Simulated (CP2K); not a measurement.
A run of CP2K 2026.2 is set up as follows.

Contents of pb_scf.inp:

```
&GLOBAL
  PROJECT pb_scf
  RUN_TYPE ENERGY_FORCE
  PRINT_LEVEL LOW
&END GLOBAL
&FORCE_EVAL
  METHOD QS
  STRESS_TENSOR ANALYTICAL
  &DFT
    BASIS_SET_FILE_NAME BASIS_MOLOPT_UZH
    POTENTIAL_FILE_NAME POTENTIAL_UZH
    &MGRID
      CUTOFF 675
      REL_CUTOFF 60
      NGRIDS 5
    &END MGRID
    &QS
      METHOD GPW
      EPS_DEFAULT 1.0E-9
    &END QS
    &KPOINTS
      SCHEME MONKHORST-PACK 9 9 9
      GAMMA_CENTERED T
      SYMMETRY T
      SYMMETRY_BACKEND SPGLIB
    &END KPOINTS
    &SCF
      SCF_GUESS ATOMIC
      EPS_SCF 1.0E-6
      MAX_SCF 100
      ADDED_MOS 8
      CHOLESKY OFF
      EPS_EIGVAL 1.0E-7
      &DIAGONALIZATION ON
        ALGORITHM STANDARD
      &END DIAGONALIZATION
      &MIXING ON
        METHOD BROYDEN_MIXING
        ALPHA 0.4
        BETA 1.5
        NBUFFER 8
      &END MIXING
      &SMEAR ON
        METHOD FERMI_DIRAC
        ELECTRONIC_TEMPERATURE [K] 580.226
      &END SMEAR
    &END SCF
    &XC
      &XC_FUNCTIONAL
        &GGA_X_RPW86
        &END GGA_X_RPW86
        &LDA_C_PW
        &END LDA_C_PW
      &END XC_FUNCTIONAL
      &VDW_POTENTIAL
        POTENTIAL_TYPE NON_LOCAL
        &NON_LOCAL
          TYPE LMKLL
          KERNEL_FILE_NAME vdW_kernel_table.dat
          CUTOFF 300
        &END NON_LOCAL
      &END VDW_POTENTIAL
    &END XC
    &PRINT
      &KPOINTS ON
      &END KPOINTS
      &MULLIKEN ON
      &END MULLIKEN
      &MO ON
        ENERGIES T
        OCCUPATION_NUMBERS T
        &EACH
          QS_SCF 0
        &END EACH
        ADD_LAST NUMERIC
      &END MO
      &LOWDIN ON
      &END LOWDIN
      &HIRSHFELD ON
        SHAPE_FUNCTION DENSITY
      &END HIRSHFELD
      &E_DENSITY_CUBE ON
        STRIDE 1
      &END E_DENSITY_CUBE
      &V_HARTREE_CUBE ON
        STRIDE 1
      &END V_HARTREE_CUBE
      &ELF_CUBE ON
        STRIDE 1
      &END ELF_CUBE
    &END PRINT
  &END DFT
  &SUBSYS
    &CELL
      A 3.4759726192 0.0000000000 0.0000000000
      B 1.7583644746 3.0524411658 0.0000000000
      C 1.7725021103 1.0200696250 2.8395487493
      PERIODIC XYZ
    &END CELL
    &COORD
      SCALED
      Pb  0.0000000000 0.0000000000 0.0000000000
    &END COORD
    &KIND Pb
      BASIS_SET TZVP-MOLOPT-PBE-GTH-q4
      POTENTIAL GTH-PBE-q4
    &END KIND
    &PRINT
      &ATOMIC_COORDINATES ON
      &END ATOMIC_COORDINATES
      &CELL ON
      &END CELL
    &END PRINT
  &END SUBSYS
  &PRINT
    &FORCES ON
    &END FORCES
    &STRESS_TENSOR ON
    &END STRESS_TENSOR
  &END PRINT
&END FORCE_EVAL
```

Potentials or basis: POTENTIAL_UZH Pb GTH-PBE-q4; TZVP-MOLOPT-PBE-GTH basis.

The run is started by

```bash
$ OMP_NUM_THREADS=1 cp2k.psmp -i pb_scf.inp -o pb_scf.out
```

(1) Estimate the pressure.

(2) Estimate the band gap on the k mesh.

Answers

(1) 8.9 GPa.

(2) none (metal or under the smearing width).

Caveat: the potentials were made for another functional, which shifts forces and pressure; the basis of atomic orbitals isn't converged, which shifts pressures, moduli and gaps.
